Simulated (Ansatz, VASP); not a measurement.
## Pd: VASP beside Ansatz

Contents of INCAR:

```
SYSTEM = Pd
ALGO = Normal
EDIFF = 1E-6
ENCUT = 520
GGA = PE
ISIF = 2
ISMEAR = 0
LASPH = .True.
LCHARG = .True.
LELF = .True.
LREAL = .False.
LVHAR = .True.
LWAVE = .False.
NBANDS = 11
NELM = 80
PREC = Accurate
SIGMA = 0.025
```

KPOINTS

```
k-points
0
Gamma
  12 12 12
  0 0 0
```

File POSCAR:

```
Pd
1.0
   -1.5722810000      1.5722810000      1.5722810000
    1.5722810000     -1.5722810000      1.5722810000
    1.5722810000      1.5722810000     -1.5722810000
Pd
1
Direct
    0.0000000000      0.0000000000      0.0000000000
```

Contents of input.yaml:

```yaml
crystal:
  lattice:
    - [-1.572281, 1.572281, 1.572281]
    - [1.572281, -1.572281, 1.572281]
    - [1.572281, 1.572281, -1.572281]
  atoms:
    - { symbol: Pd, position: [0.0, 0.0, 0.0] }
hamiltonian:
  xc: pbe
  pseudopotentials: { kind: paw }
kpoints:
  mp_grid: { grid: [12, 12, 12] }
scf:
  occupations: { method: gaussian, width: 0.025 }
output:
  forces: true
  stress: true
  eigenvalues: true
```

This isn't the form of Pd at room conditions, which is fcc.

Alike in both runs: task single point; functional PBE; k mesh 12 × 12 × 12; occupations gaussian, width 0.025 eV; no spin polarisation.

|  | VASP | Ansatz |
| --- | --- | --- |
| version | VASP 6.6.1 | Ansatz 0.2.0 |
| potentials or method | VASP PAW PBE potentials, release 64 (Pd) | Ansatz PAW |
| plane-wave cutoff (eV) | 520 | 420 |
| valence electrons in the cell | 10 | 18 |

|  | VASP | Ansatz | Ansatz less VASP |
| --- | --- | --- | --- |
| gap on the k mesh at the Fermi level (eV) | none | none | - |
| pressure (GPa) | -1.5 | -1.2 | +0.30 |

A gap of «none» marks a metal or a gap that the smearing closes. The two sets of potentials don't hold the same shells in valence.
